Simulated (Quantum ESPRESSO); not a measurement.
**TiPt3 under changes of volume**

One of the cells (14.796 Å³/atom); the others are scaled copies at fixed shape and fractional positions:

```
Pt Ti
1.0
     3.89700    0.00000    0.00000
     0.00000    3.89700    0.00000
     0.00000    0.00000    3.89700
Pt Ti
3 1
Direct
  0.50000 0.50000 0.00000
  0.50000 0.00000 0.50000
  0.00000 0.50000 0.50000
  0.00000 0.00000 0.00000
```

* Program: Quantum ESPRESSO 7.5
* Functional: PBEsol
* Potentials or basis: GBRV 1.5 PBEsol
* Cutoff: 612 eV
* Density cutoff: 4898 eV
* k mesh: 7 × 7 × 7
* Occupations: fermi-dirac, width 0.05 eV
* Spin: no spin polarisation

```tsv
volume (Å³/atom)	energy over the lowest point (meV/atom)	pressure (GPa)
13.908	50.64	18.9
14.204	21.71	11.7
14.500	5.28	5.3
14.796	0.00	-0.4
15.091	4.56	-5.4
15.387	17.95	-9.9
15.683	?	?
```

Question: What does the run at 15.683 Å³/atom give?

Answer: Energy over the lowest point 39.04 meV/atom; pressure -13.8 GPa.

Worked out: A Birch-Murnaghan fit of order 3 (a polynomial in V^(-2/3)) to the other rows has its minimum at 14.80 Å³/atom with B0 = V·E''(V) = 267 GPa and B' = 4.8. It gives 39.17 meV/atom at 15.683 Å³/atom, against the run's 39.04, and -dE/dV = -13.4 GPa, against -13.8.

Energies are extrapolated to zero smearing.
